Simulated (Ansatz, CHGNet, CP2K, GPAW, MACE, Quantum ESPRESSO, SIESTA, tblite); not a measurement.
## CP2K runs on rutile SnO2, size series (72 atoms)

Aim: run rutile SnO2, size series (72 atoms) in CP2K and see how near its forces come to a plane-wave reference, and at what cost.

Main program and level: CP2K 2026.2; the method is named at each step.

### Step 1. The structure

The cell holds 72 atoms: 24 Sn and 48 O. Cell: a = 9.474 Å, b = 9.474 Å, c = 9.558 Å, α = 90.0°, β = 90.0°, γ = 90.0°. It derives from SnO2 (rutile), repeated 2×2×3. Rutile SnO2 (cell 4.737, 4.737, 3.186, 90, 90, 90), 2 x 2 x 3 conventional cells; ideal positions. Then every atom was moved at random, 0.03 Å r.m.s. a Cartesian component.

The yardstick, on the same geometry:

```
method                                           : Kohn-Sham DFT, PBE, PAW, plane waves (Ansatz 0.2.0); cutoff 420 eV, Γ point, fermi-dirac smearing of 0.05 eV; PAW set soft_2
r.m.s. force component                           : 0.7765 eV/Å
longest force                                    : 3.485 eV/Å
pressure                                         : 11.71 GPa
gap (highest filled to lowest empty level) : 1.203 eV
SCF cycles                                       : 8
time                                             : 5.6 s on 8 threads of Arm Neoverse V2, shared host
CPU time                                         : 40 s
```

### Step 2. PBE, DZVP-MOLOPT-SR, 600/50 Ry, OT CG

Method: Kohn-Sham DFT, PBE, GTH-PBE pseudopotentials, Gaussian and plane waves, DZVP-MOLOPT-SR-GTH, orbital transformation.

The input, input.inp:

```
&GLOBAL
  PROJECT cell
  RUN_TYPE ENERGY_FORCE
  PRINT_LEVEL LOW
&END GLOBAL
&FORCE_EVAL
  METHOD QS
  STRESS_TENSOR ANALYTICAL
  &DFT
    BASIS_SET_FILE_NAME BASIS_MOLOPT
    POTENTIAL_FILE_NAME GTH_POTENTIALS
    &MGRID
      CUTOFF 600
      REL_CUTOFF 50
      NGRIDS 5
    &END MGRID
    &QS
      EPS_DEFAULT 1.0E-12
    &END QS
    &SCF
      SCF_GUESS ATOMIC
      EPS_SCF 1.0E-06
      MAX_SCF 30
      &OT
        MINIMIZER CG
        PRECONDITIONER FULL_ALL
        ENERGY_GAP 0.001
      &END OT
      &OUTER_SCF
        EPS_SCF 1.0E-06
        MAX_SCF 8
      &END OUTER_SCF
      &PRINT
        &RESTART OFF
        &END RESTART
      &END PRINT
    &END SCF
    &XC
      &XC_FUNCTIONAL PBE
      &END XC_FUNCTIONAL
    &END XC
    &PRINT
      &MULLIKEN ON
      &END MULLIKEN
      &LOWDIN ON
      &END LOWDIN
      &HIRSHFELD ON
      &END HIRSHFELD
      &MO_CUBES
        NHOMO 1
        NLUMO 4
        WRITE_CUBE F
      &END MO_CUBES
    &END PRINT
  &END DFT
  &SUBSYS
    &CELL
      A 9.47400 0.00000 0.00000
      B 0.00000 9.47400 0.00000
      C 0.00000 0.00000 9.55800
    &END CELL
    &COORD
      SCALED
      Sn 0.99483 0.00434 0.99979
      Sn 0.24738 0.24789 0.16772
      O 0.15146 0.15925 0.99825
      O 0.35040 0.35089 0.00220
      O 0.09704 0.40261 0.16250
      O 0.40722 0.09616 0.16034
      Sn 0.99923 0.00050 0.32872
      Sn 0.25062 0.25107 0.50183
      O 0.15555 0.15073 0.32948
      O 0.34487 0.34619 0.32976
      O 0.09883 0.40424 0.50275
      O 0.40473 0.09797 0.49937
      Sn 0.00497 0.99997 0.66810
      Sn 0.25711 0.25059 0.83026
      O 0.15439 0.15168 0.66613
      O 0.34284 0.34553 0.66477
      O 0.09564 0.39674 0.83040
      O 0.39869 0.09311 0.84142
      Sn 0.00557 0.50419 0.99740
      Sn 0.24354 0.74807 0.16245
      O 0.15139 0.65015 0.00395
      O 0.35036 0.85299 0.00105
      O 0.09428 0.90292 0.16715
      O 0.39758 0.59861 0.16505
      Sn 0.99940 0.49933 0.32860
      Sn 0.25133 0.75149 0.49586
      O 0.14975 0.65392 0.33106
      O 0.34072 0.85282 0.33064
      O 0.09779 0.90501 0.49694
      O 0.40259 0.59756 0.49981
      Sn 0.99757 0.50072 0.66255
      Sn 0.25144 0.75401 0.83368
      O 0.15906 0.65937 0.66771
      O 0.34748 0.84913 0.66138
      O 0.09764 0.90742 0.83375
      O 0.40821 0.60195 0.83275
      Sn 0.50355 0.00246 0.00103
      Sn 0.75041 0.25002 0.16883
      O 0.65353 0.14986 0.00575
      O 0.84352 0.34526 0.99509
      O 0.59375 0.40315 0.16445
      O 0.90173 0.09826 0.16942
      Sn 0.50535 0.00064 0.33506
      Sn 0.74965 0.24910 0.49947
      O 0.65654 0.15209 0.34101
      O 0.84607 0.34554 0.33419
      O 0.59397 0.39782 0.49514
      O 0.90394 0.10054 0.50057
      Sn 0.49955 0.99986 0.66062
      Sn 0.75059 0.25411 0.83832
      O 0.65399 0.15008 0.66746
      O 0.84549 0.34047 0.66652
      O 0.59508 0.40745 0.83226
      O 0.90694 0.09494 0.83444
      Sn 0.50300 0.49920 0.00044
      Sn 0.74909 0.74954 0.16982
[... 12 atom lines left out ...]
      O 0.65240 0.64857 0.66416
      O 0.84911 0.84514 0.66690
      O 0.59868 0.90195 0.83484
      O 0.89681 0.59361 0.82828
    &END COORD
    &KIND Sn
      BASIS_SET DZVP-MOLOPT-SR-GTH-q4
      POTENTIAL GTH-PBE-q4
    &END KIND
    &KIND O
      BASIS_SET DZVP-MOLOPT-SR-GTH-q6
      POTENTIAL GTH-PBE-q6
    &END KIND
  &END SUBSYS
  &PRINT
    &FORCES ON
    &END FORCES
    &STRESS_TENSOR ON
    &END STRESS_TENSOR
  &END PRINT
&END FORCE_EVAL
```

Command:

```sh
$ OMP_NUM_THREADS=1 mpirun -np 4 cp2k.psmp -i input.inp > output.txt
```

Numbers of over 12 decimals in the logs are rounded to 6 here.

The program printed:

```text
CP2K| version string:                                       CP2K version 2026.2
 CP2K| Input file name                                                 input.inp
 GLOBAL| Basis set file name                                        BASIS_MOLOPT
 GLOBAL| Potential file name                                      GTH_POTENTIALS
 GLOBAL| Run type                                                   ENERGY_FORCE
 GLOBAL| Total number of message passing processes                             4
 GLOBAL| Number of threads for this process                                    1
 TOTAL NUMBERS AND MAXIMUM NUMBERS
  Total number of            - Atomic kinds:                                   2
                             - Atoms:                                         72
                             - Shell sets:                                    72
                             - Shells:                                       360
                             - Primitive Cartesian functions:                360
                             - Cartesian basis functions:                   1008
                             - Spherical basis functions:                    936
  Maximum angular momentum of- Orbital basis functions:                        2
                             - Local part of the GTH pseudopotential:          2
                             - Non-local part of the GTH pseudopotential:      4
 SCF PARAMETERS         Density guess:                                    ATOMIC
                        max_scf:                                              30
                        eps_scf:                                        1.00E-06
                        Outer loop SCF in use
                        eps_scf                                         1.00E-06
                        max_scf                                                8
 Extrapolation method: initial_guess
 Number of electrons:                                                        384
[... lines left out ...]
  Step     Update method      Time    Convergence         Total energy    Change
[... lines left out ...]
  Total energy:                                              -853.623044
[... lines left out ...]
  Step     Update method      Time    Convergence         Total energy    Change
[...]
- OT LS       0.13E+00    1.3                     -853.6238290220
     4 OT CG       0.13E+00    3.7     0.00000355      -853.6238292084 -9.17E-07
     - OT LS       0.85E-01    1.3                     -853.6238292769
     5 OT CG       0.85E-01    3.7     0.00000079      -853.6238293041 -9.57E-08
  *** SCF run converged in     5 steps ***
  Electronic density on regular grids:       -384.0000000000       -0.0000000000
  Core density on regular grids:              383.9999999994       -0.0000000006
  Total charge density on r-space grids:       -0.0000000006
  Total charge density g-space grids:          -0.0000000006
  Overlap energy of the core charge distribution:               3.26193e-06
  Self energy of the core charge distribution:              -2172.306535
  Core Hamiltonian energy:                                    615.010203
  Hartree energy:                                             901.256605
  Exchange-correlation energy:                               -197.584106
  Total energy:                                              -853.623829
  outer SCF iter =    2 RMS gradient =   0.79E-06 energy =       -853.6238293041
  outer SCF loop converged in   2 iterations or   68 steps
 !-----------------------------------------------------------------------------!
                     Mulliken Population Analysis
 #  Atom  Element  Kind  Atomic population                           Net charge
       1     Sn       1          2.255714                              1.744286
       2     Sn       1          2.239767                              1.760233
       3     O        2          6.864881                             -0.864881
[...]
# Total charge                            384.000000                 -0.000000
 !-----------------------------------------------------------------------------!
 !-----------------------------------------------------------------------------!
                           Hirshfeld Charges
  #Atom  Element  Kind  Ref Charge     Population                    Net charge
      1       Sn     1       4.000          3.364                         0.636
      2       Sn     1       4.000          3.368                         0.632
      3       O      2       6.000          6.325                        -0.325
[...]
71       O      2       6.000          6.328                        -0.328
     72       O      2       6.000          6.311                        -0.311
  Total Charge                                                           -0.000
 !-----------------------------------------------------------------------------!
 LOWDIN POPULATION ANALYSIS
 #  Atom  Element  Kind  Atomic population                           Net charge
[...]
71     O        2          6.672685                             -0.672685
      72     O        2          6.673432                             -0.673432
 # Total charge                            384.000000                 -0.000000
  Eigenvalues of the occupied subspace spin            1
      -0.52586493     -0.50196076     -0.50141510     -0.49834819
      -0.49729922     -0.49471814     -0.49321690     -0.48408477
      -0.48105523     -0.48005785     -0.47751299     -0.47684074
[...]
0.16442009      0.16664767      0.16748929      0.18575668
 Fermi Energy [eV] :    5.054696
  Using OT eigensolver for additional unoccupied orbitals spin            1
  Lowest Eigenvalues of the unoccupied subspace spin            1
 WARNING : did not converge in ot_eigensolver
 number of iterations          299  exceeded maximum
 current gradient / target gradient   1.5821203800447604E-005  /    1.0000000000000001E-005
       0.22254812      0.33689828      0.33845558      0.33967809
 HOMO - LUMO gap [eV] :    1.001146
 ENERGY| Total FORCE_EVAL ( QS ) energy [hartree]           -853.623829
 FORCES| Atomic forces [hartree/bohr]
 FORCES|   Atom     x               y               z               |f|
 FORCES|      1  1.88569271E-02 -5.73750615E-03  6.41773051E-03   2.07289638E-02
 FORCES|      2  1.79322718E-02 -3.75029003E-03 -2.17841875E-02   2.84636939E-02
 FORCES|      3 -5.23505784E-03 -7.05084934E-03  2.68338358E-03   9.18263875E-03
[...]
FORCES|     71 -2.32775694E-03  3.28779680E-03 -1.62360347E-02   1.67283258E-02
 FORCES|     72  1.88543114E-02 -1.20897208E-02  7.58989626E-03   2.36485292E-02
 FORCES| Sum    -7.57858191E-03  7.78586646E-03 -6.96033778E-03
 FORCES| Total atomic force                                       1.29035236E-02
 STRESS| Analytical stress tensor [bar]
 STRESS|                        x                   y                   z
 STRESS|      x        1.26627437258E+05   3.77709426908E+01   6.85442041394E+03
 STRESS|      y        3.77709426908E+01   1.27242647591E+05  -2.02503640283E+03
 STRESS|      z        6.85442041394E+03  -2.02503640283E+03   1.87966257314E+05
 STRESS| 1/3 Trace                                             1.47278780721E+05
```

The job ended after 3.2 min (4 MPI ranks of Arm Neoverse V2, shared host; peak memory 3.1 GiB; 13 min of CPU time).

Banners, paths, timers and routine set-up lines are dropped from the logs unmarked, and long logs keep their key lines alone; longer cuts are marked.

The solver for the empty levels stopped short of its threshold, so the gap is rough; its iterations count in the time.

Numbers from this run, and their distance from the reference:

```
r.m.s. force component                           : 0.7626 eV/Å
r.m.s. difference of force components            : 51.27 meV/Å
longest difference of force vectors              : 164.3 meV/Å
force difference over r.m.s. force               : 6.602 %
slope of forces against the reference's          : 0.9801
correlation of force components                  : 0.998
gap (highest filled to lowest empty level) : 1.001 eV
gap difference                                   : -0.2017 eV
pressure                                         : 14.73 GPa
pressure difference                              : 3.019 GPa
```

Length of the force difference by element (eV/Å):

```csv
element,atoms,mean,most
O,48,0.093,0.16
Sn,24,0.050,0.15
```

A closer look about Sn49, whose charge lies farthest from its element's mean: 9 atoms, nearest first, numbered in the order of the input, with positions taken from that point.

```csv
atom,x,y,z,distance (Å),bonds,Mulliken charge (e),Fx,Fy,Fz (eV/Å)
Sn49,0.00,0.00,0.00,0.00,6,1.71,0.19,-0.08,1.97
O12,-0.90,0.93,-1.54,2.01,3,-0.88,-0.54,0.54,-0.18
O34,-1.44,-1.43,0.01,2.03,3,-0.88,0.14,0.08,0.42
O51,1.46,1.42,0.07,2.04,3,-0.86,-0.14,0.16,0.41
O65,0.87,-0.89,-1.64,2.06,3,-0.89,1.60,-1.66,2.16
O71,0.94,-0.93,1.67,2.12,3,-0.86,-0.12,0.17,-0.83
O18,-0.96,0.88,1.73,2.16,3,-0.88,0.40,-0.02,-1.56
Sn43,0.05,0.01,-3.11,3.11,6,1.76,-1.89,0.55,-2.70
Sn37,0.04,0.02,3.25,3.25,6,1.78,-0.18,-0.74,-0.69
```

Forces lie 6.6 % from the reference's, at 19 times its CPU time (on 4 against 8 cores); the SCF took 68 steps, which the time reflects.

The forces add up to 0.66 eV/Å instead of zero, usually a sign of too coarse a grid.

### Step 3. GFN1-xTB, OT DIIS

Method: GFN1-xTB tight binding (the program's own implementation), orbital transformation.

The input, input.inp:

```
&GLOBAL
  PROJECT cell
  RUN_TYPE ENERGY_FORCE
  PRINT_LEVEL LOW
&END GLOBAL
&FORCE_EVAL
  METHOD QS
  STRESS_TENSOR ANALYTICAL
  &DFT
    &QS
      METHOD XTB
      &XTB
        GFN_TYPE 1
        DO_EWALD T
        CHECK_ATOMIC_CHARGES F
      &END XTB
    &END QS
    &SCF
      SCF_GUESS ATOMIC
      EPS_SCF 1.0E-06
      MAX_SCF 30
      &OT
        MINIMIZER DIIS
        PRECONDITIONER FULL_SINGLE_INVERSE
      &END OT
      &OUTER_SCF
        EPS_SCF 1.0E-06
        MAX_SCF 8
      &END OUTER_SCF
      &PRINT
        &RESTART OFF
        &END RESTART
      &END PRINT
    &END SCF
    &PRINT
      &MULLIKEN ON
      &END MULLIKEN
      &MO_CUBES
        NHOMO 1
        NLUMO 4
        WRITE_CUBE F
      &END MO_CUBES
    &END PRINT
  &END DFT
  &SUBSYS
    &CELL
      A 9.47400 0.00000 0.00000
      B 0.00000 9.47400 0.00000
      C 0.00000 0.00000 9.55800
    &END CELL
    &COORD
      SCALED
[... 72 atom lines left out: the same atoms as in the first run ...]
    &END COORD
  &END SUBSYS
  &PRINT
    &FORCES ON
    &END FORCES
    &STRESS_TENSOR ON
    &END STRESS_TENSOR
  &END PRINT
&END FORCE_EVAL
```

Command:

```sh
$ OMP_NUM_THREADS=1 cp2k.psmp -i input.inp > output.txt
```

The program printed:

```text
CP2K| version string:                                       CP2K version 2026.2
 CP2K| Input file name                                                 input.inp
 GLOBAL| Basis set file name                                           BASIS_SET
 GLOBAL| Potential file name                                           POTENTIAL
 GLOBAL| Run type                                                   ENERGY_FORCE
 GLOBAL| Total number of message passing processes                             1
 GLOBAL| Number of threads for this process                                    1
[... lines left out ...]
 Number of electrons:                                                        384
[... lines left out ...]
  Step     Update method      Time    Convergence         Total energy    Change
[... lines left out ...]
  Total energy:                                              -287.309014
[... lines left out ...]
  Step     Update method      Time    Convergence         Total energy    Change
[... lines left out ...]
  *** SCF run converged in     5 steps ***
[... lines left out ...]
  Total energy:                                              -287.309014
[... lines left out ...]
  outer SCF loop converged in   2 iterations or   35 steps
[... lines left out ...]
      -0.84205631     -0.84147368     -0.83635014     -0.83615086
[...]
-0.37653751     -0.37590743     -0.37207707     -0.37174983
      -0.37164091     -0.37119061     -0.36774055     -0.36441014
 Fermi Energy [eV] :   -9.916104
 ENERGY| Total FORCE_EVAL ( QS ) energy [hartree]           -287.309014
 FORCES| Atomic forces [hartree/bohr]
 FORCES|   Atom     x               y               z               |f|
 FORCES|      1  1.14979127E-02 -2.79530070E-03  4.53999329E-03   1.26738803E-02
 FORCES|      2  7.95997211E-03 -6.46058976E-04 -1.31869426E-02   1.54166794E-02
 FORCES|      3 -7.43645618E-03 -1.11286942E-02  1.48991490E-03   1.34673146E-02
[...]
FORCES|     71  4.58539427E-03 -2.89769296E-03 -7.65971427E-03   9.38582377E-03
 FORCES|     72  7.52009478E-03  1.17682118E-03  5.91054794E-03   9.63697621E-03
 FORCES| Sum     7.11757042E-15 -2.38828055E-15  2.64458594E-15
 FORCES| Total atomic force                                       7.95974418E-15
 STRESS| Analytical stress tensor [bar]
 STRESS|                        x                   y                   z
 STRESS|      x       -1.42489684076E+05  -2.85828916887E+03   4.14066004078E+03
 STRESS|      y       -2.85828916887E+03  -1.41760448752E+05  -8.97504937859E+02
 STRESS|      z        4.14066004078E+03  -8.97504937859E+02  -2.06766362610E+05
 STRESS| 1/3 Trace                                            -1.63672165146E+05
```

Elapsed: 5.1 s, on 1 thread; peak memory 0.34 GiB.

Numbers from this run, and their distance from the reference:

| Quantity | Value |
| --- | --- |
| r.m.s. force component | 0.5067 eV/Å |
| r.m.s. difference of force components | 358.5 meV/Å |
| longest difference of force vectors | 1629 meV/Å |
| force difference over r.m.s. force | 46.16 % |
| slope of forces against the reference's | 0.6063 |
| correlation of force components | 0.9292 |
| pressure | -16.37 GPa |
| pressure difference | -28.08 GPa |

Against the first run (6.6 %), the force difference from the reference is 46 %, at 0.0067 times the CPU time (on 1 against 4 cores) (35 SCF steps against 68); the model has changed, so this is no error of the program alone.

(Part 1 of 3 ends here.)

[Also dropped from logs without a mark: logging warnings of Python, and SIESTA's first energy breakdown and zero terms.]

[Logs are printed without paths, hosts, clocks, repeated set-up lines and the standing remarks that a program may print on its own settings, such as how far it seeks lower states.]

[Hosts, paths, dates, database ids (printed as entryN), source tags and the programs' standing remarks are cut or masked in the printed files.]
